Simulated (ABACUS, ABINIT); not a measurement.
This is a calculation of PbS (Galena) for ABINIT 10.8.3 (patched build). 

File run.abi:

```
pp_dirpath "./"
pseudos "Pb.GGA_PBE-JTH.xml, S.GGA_PBE-JTH.xml"

acell 7.9258966301 7.9258966301 7.9258966301
rprim
     0.0000000000     0.7071067812     0.7071067812
     0.7071067812     0.0000000000     0.7071067812
     0.7071067812     0.7071067812     0.0000000000
ntypat 2
znucl 82 16
natom 2
typat 1 2
xred
     0.0000000000     0.0000000000     0.0000000000
     0.5000000000     0.5000000000     0.5000000000

ecut 22.0
pawecutdg 44.0

kptopt 1
ngkpt 8 8 8
nshiftk 1
shiftk 0.0 0.0 0.0

ixc 11

nband 14
occopt 3
tsmear 0.00183747

nstep 100
tolvrs 1.0e-9

iomode 3
prtwf 0
prteig 0
prtebands 0
enunit 2
prtden 1
prtvha 1
prtvclmb 1
prtpot 1
```

Potentials or basis: JTH PAW PBE v2.0.

Run with:

```bash
$ abinit run.abi > log 2>&1
```

Problem. Translate it to ABACUS 3.10.1. Potentials or basis there: PseudoDojo NC SR 0.4.1 PBE standard, plane waves, cutoff 857 eV.

Solution. As run (cutoffs and basis follow the program's own potentials, and thresholds, step limits or extra output files can differ):

INPUT

```
INPUT_PARAMETERS
suffix              PbS
calculation         scf
basis_type          pw
pseudo_dir          ./
symmetry            1
dft_functional      pbe
ecutwfc             63
pseudo_rcut         10
nspin               1
nbands              14
ks_solver           dav
smearing_method     fd
smearing_sigma      0.00367493
scf_thr             1e-08
scf_nmax            100
mixing_type         broyden
mixing_beta         0.7
cal_force           1
cal_stress          1
kpar                4
```

File STRU:

```
ATOMIC_SPECIES
Pb 207.2000 Pb.upf
S 32.0600 S.upf

LATTICE_CONSTANT
1.8897261246

LATTICE_VECTORS
0.0000000000 2.9657500000 2.9657500000
2.9657500000 0.0000000000 2.9657500000
2.9657500000 2.9657500000 0.0000000000

ATOMIC_POSITIONS
Direct

Pb
0.0
1
0.0000000000 0.0000000000 0.0000000000 1 1 1

S
0.0
1
0.5000000000 0.5000000000 0.5000000000 1 1 1
```

The input KPT:

```
K_POINTS
0
Gamma
8 8 8 0 0 0
```

Potentials or basis: PseudoDojo NC SR 0.4.1 PBE standard, plane waves.

Run with:

```bash
$ OMP_NUM_THREADS=1 mpirun -np 4 abacus > log
```

Both were run:

|  | ABINIT | ABACUS |
| --- | --- | --- |
| Pressure | 2.3 GPa | 2.2 GPa |

Pressure is positive in compression.
